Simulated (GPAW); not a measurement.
Here is a GPAW 26.7.0 calculation.

The input run.py:

```python
from ase import Atoms
from ase.filters import FrechetCellFilter
from ase.io import write
from ase.optimize import BFGS
from ase.units import GPa
from gpaw import GPAW, PW, setup_paths

setup_paths.insert(0, '.')

atoms = Atoms(['Ge', 'Ge'],
              cell=[[0.0, 2.82891, 2.82891],
                    [2.82891, 0.0, 2.82891],
                    [2.82891, 2.82891, 0.0]],
              scaled_positions=[[0.75, 0.75, 0.75],
                                [0.5, 0.5, 0.5]],
              pbc=True)

calc = GPAW(mode=PW(600),
            xc='PBEsol',
            kpts={'size': (8, 8, 8), 'gamma': True},
            occupations={'name': 'fermi-dirac', 'width': 0.05},
            nbands=11,
            convergence={'density': 1e-05, 'forces': 0.0001},
            maxiter=150,
            txt='gpaw.txt')
atoms.calc = calc
opt = BFGS(FrechetCellFilter(atoms, scalar_pressure=2 * GPa), trajectory='relax.traj', logfile='-')
done = opt.run(fmax=0.02, steps=60)
calc.write('gs.gpw')
write('result.traj', atoms)
print('Converged:', done)
print('Cell:', atoms.cell.cellpar().round(4))
print('Volume:', round(atoms.get_volume(), 4))
print(atoms.get_scaled_positions().round(5))
```

Potentials or basis: PAW data sets generated in the run's folder for this functional, pw.

Launch:

```bash
$ gpaw-setup -f PBEsol Ge
$ OMP_NUM_THREADS=1 python run.py
```

Q: What does it give for the space group after relaxing (to 0.05 Å)?

A: Fd-3m (No. 227).

Q: Predict the relaxed cell.

A: a = 3.981 Å, b = 3.981 Å, c = 3.981 Å, α = 60.00°, β = 60.00°, γ = 60.00°.

Q: Predict the band gap on the k mesh.

A: 0.18 eV, direct.

The path:
```
step  energy change (eV)  largest force (eV/Å)  pressure (GPa)  volume (Å³)
   1              0.0000                0.0000            0.95        45.28
   2              0.0010                0.0000            1.17        45.13
   3              0.0061                0.0000            2.03        44.62
```

Caveat: later steps reuse the first step's grids. A k mesh can miss the band edges.
